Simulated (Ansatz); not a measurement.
# What settings do to one calculation: an added Ti started as a split pair with a Ti atom in rutile TiO2, 13 atoms, charge +1

Ansatz (PAW, plane waves), atoms fixed. The base input:

```yaml
crystal:
  lattice:
    - [4.591414, 0.000000, 0.000000]
    - [0.000000, 4.591414, 0.000000]
    - [0.000000, 0.000000, 5.877742]
  atoms:
    - { symbol: Ti, position: [0.021337, 0.001177, 0.013151] }
    - { symbol: Ti, position: [0.994324, 0.006949, 0.479888] }
    - { symbol: Ti, position: [0.218099, 0.245622, 0.255257], spin: 0.125 }
    - { symbol: Ti, position: [0.489241, 0.494177, 0.748948] }
    - { symbol: Ti, position: [0.759868, 0.758578, 0.236104], spin: 0.125 }
    - { symbol: O, position: [0.303616, 0.294917, 0.017292], spin: 0.125 }
    - { symbol: O, position: [0.308150, 0.298797, 0.502170], spin: 0.125 }
    - { symbol: O, position: [0.689146, 0.674725, 0.011521], spin: 0.125 }
    - { symbol: O, position: [0.686288, 0.675139, 0.495600], spin: 0.125 }
    - { symbol: O, position: [0.199970, 0.787689, 0.256586], spin: 0.125 }
    - { symbol: O, position: [0.216853, 0.814199, 0.761842] }
    - { symbol: O, position: [0.774663, 0.199172, 0.228568], spin: 0.125 }
    - { symbol: O, position: [0.814688, 0.159628, 0.758136] }
kpoints:
  mp_grid: { grid: [2, 2, 2], shift: [0.5, 0.5, 0.5] }
hamiltonian:
  xc: pbesol
total_charge: 1
magnetization:
  spin_polarized: true
scf:
  occupations: { method: fermi_dirac, width: 0.01 }
output:
  forces: true
  eigenvalues: true
  populations: true
  charged_corrections: { epsilon: 100 }
  write_density: true
  write_potential: true
  elf: true
  volumetric_format: npy
```

Command:

```sh
ansatz run in.yaml --threads 8 --pin off --max-ram 13300MiB --runs-dir r --events-out ev --progress --plain
```

It converged in 23 iterations and 3.2 s of wall time on 8 threads of a Platinum 8488C processor, on a host shared with other runs; peak host memory 0.68 GiB; largest force component 20.67 eV/Å. The cutoff was the default, 420 eV. The base isn't a converged reference: it has few k points, and its atoms are unrelaxed, some of them close together, so close that their PAW spheres overlap, which can drive the changes below. Each run below changes the keys shown and caps the iterations.

```tsv
run	changed	ending	iterations	free energy less the base (meV per atom)	rms change of forces (eV/Å)	change of pressure (GPa)	wall time (s, shared host)
1	xc_grid 3 (2 is the default), ecutrho_ratio 6, max_iter 90	converged	23	0.0	0.000	–	3.6 CPU
2	occupations cold, mixing algorithm linear, xc_grid 3 (2 is the default), max_iter 80	refused	–	–	–	–	–
3	ecutwfc 300 eV, max_iter 60	converged	21	337.1	0.142	–	2.8 CPU
4	occupations cold, dr2_threshold 0.0001, max_iter 50	converged	26	2.1	0.204	–	4.1 CPU
5	initial_magnetization 1, occupations tetrahedron, ecutrho_ratio 3, max_iter 70	converged	24	0.1	0.001	–	3.3 CPU
6	max_iter 2, total_charge 7	not converged	–	–	–	–	–
7	initial_magnetization 1, mixing algorithm broyden, max_iter 60	converged	26	0.0	0.000	–	4.3 CPU
8	dr2_threshold 0.0001, max_iter 60	converged	19	0.0	0.001	–	3 CPU
```

Question: Which changes leave the result alone, and which of the same physical model moves the forces most?

Answer: The forces move by under 0.002 eV/Å in runs 1, 5, 7, 8. Run 4 (occupations cold, dr2_threshold 0.0001, max_iter 50) moves them most among the runs with the same functional, charge and dispersion term, by 0.204 eV/Å.

Question: Why did some runs give no result?

Answer: - run 2: YAML parse error: error: line 31 column 24: unknown variant `linear`, expected one of auto, anderson, broyden, msr1
- run 6: did not converge after 2 iterations: dr2 = 1.01e2 (threshold 1.00e-7), under the density mixer `msr1`, which `scf.mixing.algorithm: auto` chose by the deck's other keys (type `scf.mixing.algorithm: msr1` to keep it);
